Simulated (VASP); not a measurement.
Write the native input for VASP 6.6.1 that does the following.

```
Task                   : relaxation of shape and atoms at fixed volume
Functional             : LDA
Potentials or basis    : VASP PAW LDA potentials, release 64 (Sn_d, Se)
Cutoff                 : 600 eV
k mesh                 : 4 × 8 × 8
Occupations            : gaussian, width 0.03 eV
Spin                   : no spin polarisation
Further INCAR settings : ALGO = Normal; EDIFF = 1e-07; IBRION = 2; EDIFFG = -0.01; NSW = 40; ISIF = 4
```

The structure of SnSe lies in POSCAR:

```
SnSe                                    
1.0
   11.3882825836      0.0000000000      0.0000000000
    0.0000000000      4.1446342133     -0.0000000000
    0.0000000000     -0.0000000000      4.3461798926
  Sn              Se            
     4     4
Direct
     0.1170280971248635    0.2500000000000000    0.0923359957896487
     0.3829719028751365    0.7500000000000000    0.5923359957896486
     0.6170280971248636    0.2500000000000000    0.4076640042103513
     0.8829719028751364    0.7500000000000000    0.9076640042103514
     0.3576942589116968    0.2500000000000000    0.0229218848228403
     0.1423057410883030    0.7500000000000000    0.5229218848228402
     0.8576942589116973    0.2500000000000000    0.4770781151771598
     0.6423057410883027    0.7500000000000000    0.9770781151771598
```

The cell isn't the ideal one: a relaxed cell with its volume scaled by 1.02.

The input as run:

INCAR

```
ALGO = Normal
EDIFF = 1E-7
EDIFFG = -0.01
ENCUT = 600
GGA = CA
IBRION = 2
ISIF = 4
ISMEAR = 0
KPAR = 2
LASPH = T
LCHARG = F
LREAL = F
LWAVE = F
NELM = 80
NSW = 40
PREC = Accurate
SIGMA = 0.03
```

KPOINTS

```
k-points
0
Gamma
  4 8 8
```

Potentials or basis: VASP PAW LDA potentials, release 64 (Sn_d, Se).

Launch:

```bash
$ cat potpaw_LDA.64/Sn_d/POTCAR potpaw_LDA.64/Se/POTCAR > POTCAR
$ mpirun -np 2 vasp_std > vasp.out
```

Results of the run:

```yaml
Energy_gained_by_relaxing: 0.6 meV/atom
Ionic_steps: 6
Pressure_after_relaxing: -0.8 GPa
Largest_force_after_relaxing: 0.008 eV/Å
Band_gap_on_the_k_mesh: 0.46 eV, indirect (least direct gap 0.75 eV)
```

Caveat: spin-orbit coupling is left out, which moves the levels of the heavy elements.

Wall time 13 min on 2 MPI ranks on Intel(R) Xeon(R) 6975P-C (Granite Rapids) (shared host), peak memory 0.76 GiB a rank.
